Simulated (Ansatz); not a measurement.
# Si + C → SiC: energy for one SiC from the elemental crystals

SiC (F-43m), 4×4×4 mesh:

```
CELL_PARAMETERS angstrom
0.00000 2.17900 2.17900
2.17900 0.00000 2.17900
2.17900 2.17900 0.00000
ATOMIC_POSITIONS crystal
Si 0.00000 0.00000 0.00000
C 0.25000 0.25000 0.25000
```

Si (Fd-3m), 4×4×4 mesh:

```
CELL_PARAMETERS angstrom
0.00000 2.71550 2.71550
2.71550 0.00000 2.71550
2.71550 2.71550 0.00000
ATOMIC_POSITIONS crystal
Si 0.00000 0.00000 0.00000
Si 0.25000 0.25000 0.25000
```

C (Fd-3m), 4×4×4 mesh:

```xyz
2
Lattice="0.0000 1.7835 1.7835 1.7835 0.0000 1.7835 1.7835 1.7835 0.0000" Properties=species:S:1:pos:R:3 pbc="T T T"
C     0.0000    0.0000    0.0000
C     0.8918    0.8918    0.8918
```

RPA total energy on PBE orbitals, hard PAW set made for 700 eV (Ansatz); wave cutoff 700 eV, correlation extrapolated to infinite response cutoff from cutoffs up to 450 eV, long-wavelength term: neglected.

PBE gives -0.57 eV.

(1) What does RPA give, and how does it split?

## Answers

(1) -0.72 eV: exact exchange -0.77 eV and correlation +0.05 eV. The meshes are coarse, which can move each part by tenths of an eV, so these aren't converged reaction energies.

This ran on a trial build of the method.
